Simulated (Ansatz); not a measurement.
# Ge (Fd-3m) in Ansatz: further runs, part 2 of 2

Ansatz 0.2.0. The steps go on from the part before.

### 4 Single point, PBE

File input.yaml:

```yaml
crystal:
  lattice:
    - [0.0, 2.82891, 2.82891]
    - [2.82891, 0.0, 2.82891]
    - [2.82891, 2.82891, 0.0]
  atoms:
    - { symbol: Ge, position: [0.75, 0.75, 0.75] }
    - { symbol: Ge, position: [0.5, 0.5, 0.5] }
hamiltonian:
  xc: pbe
  pseudopotentials: { kind: paw }
kpoints:
  mp_grid: { grid: [8, 8, 8] }
scf:
  occupations: { method: gaussian, width: 0.012 }
output:
  forces: true
  stress: true
  eigenvalues: true
  write_density: true
  write_potential: true
  elf: true
  volumetric_format: npy
```

Potentials or basis: Ansatz PAW.

The run is started by

```console
$ ansatz run input.yaml --threads 2 --pin off --max-ram 5632MiB --backend cpu --events-out ev --progress --plain --runs-dir out
```

The log of the run:

```text
Warning: RAYON_NUM_THREADS=2 ignored (pool sized by the plan → 2); use --threads N
Engine: ansatz 0.2.0, x86_64-unknown-linux-gnu
Pseudopotentials: kind: paw
Pseudopotential: Ge, paw, valence charge 14, recommended cutoff 420 eV (normal), Ge.paw.azcp
Functional definition: PBE
  parameter kappa = 0.804
  parameter beta = 0.06672455060314922
  exchange = pbe_x(kappa = kappa, mu = beta*pi^2/3)
  correlation = pbe_c(beta = beta)
Crystal: 2 atoms, lattice volume = 45.278 Å³
Basis set: ecut = 420 eV, 893 PW (Γ), exchange–correlation on 54×54×54 points (8 copies of the dense FFT grid, shifted against one another)
Bands: 18, of which v1, the nominal top of the filled ones, is band 14 counted from 1 (13 counted from 0)
Symmetry: 48 space group operations
Space group: Fd-3m (ITA 227), of the structure as read, at distance tolerance 3.6e-5 Å
k-points: 29 of 512
Non-local potential: Ge, projectors of the file, l = 0: 2, l = 1: 2, l = 2: 3, l = 3: 1
PAW form: soft (Blöchl's): semilocal exchange-correlation on the pseudo side does not see the compensation charge
PAW one-centre angular grid: Ge, 590 points (default); XC on 64 Gauss nodes
Initial density: superposition of atomic densities (neutral atoms: chi_scale 0, normalization atom), corrected by the library's trained network
Initial wavefunctions: pseudopotential atomic-orbital guess
Functional: x = pbe(κ = 0.804, μ = 0.2195149727645171), c = pbe(β = 0.06672455060314922)
SCF iter   1: F=—  HF=-8589.930011 eV  |F-HF|=—  |Δ(HF+E_count)|=         —  Δρ=1.25e-3  dr2=7.02e-4  ethr=1.77e-3  ⟨swp⟩=6.0  Hψ=2449  notcnv=0
preconditioner: auto → none  [insulator: Δε(μ)=0.032 eV  Ē_g=23.456 eV  σ=0.012 eV  W_gap=0.94  n_scr=14 (ndim 8)  ℏωp=29.2 eV  f_vac=0.074  D(μ)=0.10/eV (n_scr^D=0)  ε∞_Penn≈2.5]
SCF iter   2: F=—  HF=-8589.929726 eV  |F-HF|=—  |Δ(HF+E_count)|=   2.86e-4  Δρ=7.38e-4  dr2=1.48e-4  ethr=2.51e-6  ⟨swp⟩=2.0  Hψ=1271  notcnv=0
SCF iter   3: F=—  HF=-8589.929711 eV  |F-HF|=—  |Δ(HF+E_count)|=   1.51e-5  Δρ=2.71e-4  dr2=2.21e-5  ethr=5.27e-7  ⟨swp⟩=2.0  Hψ=969  notcnv=0
SCF iter   4: F=—  HF=-8589.929754 eV  |F-HF|=—  |Δ(HF+E_count)|=   4.39e-5  Δρ=9.61e-5  dr2=3.83e-6  ethr=7.89e-8  ⟨swp⟩=2.0  Hψ=646  notcnv=0
SCF iter   5: F=—  HF=-8589.929760 eV  |F-HF|=—  |Δ(HF+E_count)|=   5.82e-6  Δρ=2.45e-5  dr2=1.96e-7  ethr=1.37e-8  ⟨swp⟩=3.0  Hψ=933  notcnv=0
SCF iter   6: F=-8589.929760 eV  HF=-8589.929760 eV  |F-HF|=1.21e-8  |Δ(HF+E_count)|=   2.00e-9  Δρ=5.61e-6  dr2=7.19e-9  ethr=3.57e-10  ⟨swp⟩=8.3  Hψ=3610  notcnv=0
SCF 1 converged in 6 iterations: F = -8589.929760 eV  dr2 = 7.19e-9
SCF converged after 6 iterations
Free energy (F): -8589.929760 eV
Harris-Foulkes:  -8589.929760 eV  (|F-HF|=1.21e-8)
Internal energy: -8589.929750 eV  (E = F + TS)
E sigma→0 (E₀):  -8589.929755 eV
Entropy (-TS):   -0.000010 eV (-0.005 meV/atom)
Fermi energy:    8.595415 eV
--- Per-component energies (eV) ---
  E_band       = -298.301756
  E_kinetic    = 223.236955
  E_local      = -4941.035772  (includes V_loc(G=0)·N_el)
  E_nonlocal   = 837.289643
  E_hartree    = 2168.917540
  E_xc         = -151.284071
  E_vxc        = -129.420485  (∫ρ·V_xc dr)
  E_paw        = -4039.920054  (= ΣΔE_a)
  E_vpaw       = -626.202982  (= ΣTr[D̂ρ^β])
  E_aug_tail   = 0.000717  (compensation charges beyond the density's cutoff)
  E_ewald      = -2687.134708
  E_smearing   = -0.000010  (= −TS)
  E_closure    = 0.000000  (closes the sum)
  Σ components = -8589.929760   (vs F -8589.929760, Δ=0.00e0)
--- Forces (eV/Å), atoms counted from 1 ---
  atom   1  Ge     0.00000000     0.00000000     0.00000000
  atom   2  Ge     0.00000000     0.00000000     0.00000000
  max |Σ_I F_I| component: 4.16e-17 eV/Å
--- Stress (GPa, compression-positive) ---
        3.557963       0.000000       0.000000
       -0.000000       3.557963      -0.000000
        0.000000      -0.000000       3.557963
  P = ⅓ Tr σ = 3.5580 GPa (35.580 kbar)
--- Band table (eV; the first three rows and the last of 29) ---
  k-point 0: bands = ["-16.2241", "-16.2241", "-16.2241", "-16.1885", "-16.1885", "-15.9769", "-15.9769", "-15.9769", "-15.9639", "-15.9639", "-4.1953", "8.5785", "8.5785", "8.5785", "8.6080", "11.1269", "11.1269", "11.1269"]
  k-point 1: bands = ["-16.2323", "-16.2323", "-16.2216", "-16.1770", "-16.1770", "-15.9890", "-15.9890", "-15.9798", "-15.9535", "-15.9535", "-4.0050", "6.2233", "8.2432", "8.2432", "9.6156", "11.5752", "11.5752", "12.0647"]
  k-point 2: bands = ["-16.2423", "-16.2423", "-16.2154", "-16.1598", "-16.1598", "-16.0029", "-16.0029", "-15.9870", "-15.9432", "-15.9432", "-3.4528", "3.8616", "7.6956", "7.6956", "9.2481", "12.2065", "12.2065", "14.2110"]
  k-point 28: bands = ["-16.2719", "-16.2719", "-16.1301", "-16.1301", "-16.0812", "-16.0812", "-16.0490", "-16.0490", "-15.9101", "-15.9101", "-0.2103", "-0.2103", "4.6754", "4.6754", "12.8991", "12.8991", "13.2926", "13.2926"]
```

rho_z.tsv:

```text
# z_ang	rho[e/angstrom^3]
# format = ansatz-planar-average/11
# lattice	0.000000000	2.828910000	2.828910000
# lattice	2.828910000	0.000000000	2.828910000
# lattice	2.828910000	2.828910000	0.000000000
# sites	2
# site	32	4.243365000	4.243365000	4.243365000
# site	32	2.828910000	2.828910000	2.828910000
0.000000	1.386032e-1
0.148173	1.193827e-1
0.296347	1.087474e-1
0.444520	1.037272e-1
0.592694	1.044753e-1
0.740867	1.108237e-1
0.889041	1.232070e-1
1.037214	1.453247e-1
1.185388	1.839840e-1
1.333561	2.569653e-1
1.481734	4.044172e-1
1.629908	6.815258e-1
1.778081	1.077186e0
1.926255	1.409632e0
2.074428	1.445291e0
2.222602	1.190689e0
2.370775	9.022748e-1
2.518948	8.062751e-1
2.667122	9.623799e-1
2.815295	1.269268e0
2.963469	1.469724e0
3.111642	1.347314e0
3.259816	9.740980e-1
3.407989	5.982449e-1
3.556163	3.574160e-1
3.704336	2.337682e-1
3.852509	1.721014e-1
```

Run time: 4.7 s. Hardware: 2 threads of Intel Xeon at 2.50GHz (Skylake/Cascade Lake), shared host; peak memory 0.33 GiB.

What came out:

```yaml
Free_energy: -8589.9298 eV
Pressure: 3.6 GPa
Band_gap_on_the_k_mesh: 0.03 eV, direct
```

### 5 The runs side by side

| task | level | cell | smearing | pressure (GPa) | relaxed volume (Å³/atom) |
| --- | --- | --- | --- | --- | --- |
| relaxation of cell and atoms | revPBE | relaxed | fermi-dirac 0.05 eV | 0.0 | 24.40 |
| relaxation of cell and atoms | BLYP | relaxed | fermi-dirac 0.05 eV | 0.0 | 25.45 |
| single point | PBE | as given | gaussian 0.012 eV | 3.6 | - |

Alike in all rows: potentials or basis Ansatz PAW; no spin polarisation; k mesh 8 × 8 × 8; cutoff (eV) 420.

Caveats: the plane-wave basis is chosen anew once the cell has moved, so the energies of steps on either side of that aren't comparable (some runs); the PAW data sets come from PBE, with cores solved anew for the run's functional, which leaves a small shift of forces and pressure (some runs); the volume moved by +12 % from the deposited cell, more than functionals usually miss (some runs).

Total energies depend on the potentials used, so only differences within one code and one set of settings carry meaning.

### 6 Against experiment

Step 2. The cell as given is a measured one (22.64 Å³/atom); revPBE puts the equilibrium volume +7.8 % from it, thermal expansion not counted.

Step 3. The cell as given is a measured one (22.64 Å³/atom); BLYP puts the equilibrium volume +12.4 % from it, thermal expansion not counted.

Step 4. Measured gap of Ge: 0.807 eV (direct; 300 K; “Electronic and optical properties of SixGe1-x-ySny alloys lattice-matched to Ge”, 2021, arxiv:2109.02782). This calculation gives 0.03 eV (-0.78 eV). 3 values of this kind are on record (0.666 to 0.807 eV); this one was drawn at random among those near their median. Spin-orbit coupling on Ge is left out. The value is that of PBE on a finite k mesh, which can miss the band edges, without temperature or zero-point motion. Semilocal functionals fall short of measured gaps as a rule.
